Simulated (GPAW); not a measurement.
The system is GaAs.

```
CELL_PARAMETERS angstrom
3.99777 0.00000 0.00000
1.99888 3.46217 0.00000
1.99888 1.15406 3.26417
ATOMIC_POSITIONS crystal
As 0.75000 0.75000 0.75000
Ga 0.00000 0.00000 0.00000
```

The cell isn't the ideal one: the cell as VASP's run set it.

Base run:

| Item | Value |
| --- | --- |
| Program | GPAW 26.7.0 |
| Functional | LDA |
| Potentials or basis | the program's PAW data sets (release 1.2.1) made for this functional |
| Cutoff | 600 eV |
| Basis | pw |
| k mesh | 8 × 8 × 8 |
| Occupations | gaussian, width 0.05 eV |
| Spin | no spin polarisation |

Its results: band gap on the k mesh 0.36 eV, direct; pressure -0.9 GPa.

The run is repeated on the same cell with these changes: functional from LDA to PBE; potentials or basis from the program's PAW data sets (release 1.2.1) made for this functional to GPAW PAW data sets (gpaw-data 1.2.1). What comes out?

Band gap on the k mesh 0.59 eV, direct; pressure 4.3 GPa.

A k mesh can miss the band edges.
